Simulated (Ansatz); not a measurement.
Crystal: Tc.

```
Tc
1.0
     0.00000    1.95000    1.95000
     1.95000    0.00000    1.95000
     1.95000    1.95000    0.00000
Tc
1
Direct
  0.00000 0.00000 0.00000
```

This isn't the form of Tc at room conditions, which is hcp.

| Property | Result |
| --- | --- |
| Program | Ansatz 0.2.0 |
| Task | relaxation of cell and atoms |
| Functional | r2SCAN |
| Dispersion | D3(BJ) |
| Potentials or basis | Ansatz PAW earlier set |
| Cutoff | 500 eV (not typed: the program's choice for these potentials) |
| k mesh | 12 × 12 × 12 |
| Occupations | fermi-dirac, width 0.05 eV |
| Spin | no spin polarisation |

At the start: volume 14.83 Å³/atom.

Task: How do energy, volume and symmetry change on relaxing?

Result: It ends after 5 steps and the volume is 14.13 Å³/atom (-4.7 %); space group Fm-3m (No. 225, to 0.05 Å).

The path:
```
step  energy change (eV)  largest force (eV/Å)  volume (Å³)
   1              0.0000                0.0000        14.83
   2             -0.0323                0.0000        14.22
   3             -0.0330                0.0000        14.12
   4             -0.0330                0.0000        14.13
   5             -0.0326                0.0000        14.13
```

Final structure:
```
Tc
1.0
     0.00000    1.91868    1.91868
     1.91868    0.00000    1.91868
     1.91868    1.91868    0.00000
Tc
1
Direct
  0.00000 0.00000 0.00000
```

Caveat: the plane-wave basis is chosen anew once the cell has moved, so the energies of steps on either side of that aren't comparable; pairwise dispersion overbinds metals, which lowers pressure and volume; the PAW data sets come from PBE, with cores solved anew for the run's functional, which leaves a small shift of forces and pressure; the dispersion damping was fitted for another functional or another form of the correction.
